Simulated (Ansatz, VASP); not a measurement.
InP: VASP beside Ansatz

```xyz
2
Lattice="0.0000 2.9305 2.9305 2.9305 0.0000 2.9305 2.9305 2.9305 0.0000" Properties=species:S:1:pos:R:3 pbc="T T T"
In    0.0000    0.0000    0.0000
P     4.3957    4.3957    4.3957
```

Alike in both runs: task relaxation of cell and atoms; functional PBE; dispersion D3(BJ); k mesh 8 × 8 × 8; occupations gaussian, width 0.02 eV; no spin polarisation.

```csv
,VASP,Ansatz
version,VASP 6.6.1,Ansatz 0.2.0
potentials or method,"VASP PAW PBE potentials, release 64 (In_d, P)","scalar-relativistic, plane waves, PAW"
plane-wave cutoff (eV),600,420
valence electrons in the cell,18,18
```

Ansatz gave:

- gap on the k mesh at the Fermi level, each at its own relaxed structure (eV): 0.62
- relaxed volume (Å³/atom): 25.59
- relaxed cell length with the largest relative difference (Å): 4.167
- energy change over the relaxation (meV/atom): -1

Q: What did VASP give for the same quantities?

A: gap on the k mesh at the Fermi level, each at its own relaxed structure (eV): 0.62; relaxed volume (Å³/atom): 25.58; relaxed cell length with the largest relative difference (Å): 4.167; energy change over the relaxation (meV/atom): -1.

Caveats: spin-orbit coupling is left out, which moves the levels of the heavy elements. Zero-point motion and thermal expansion aren't in these numbers.
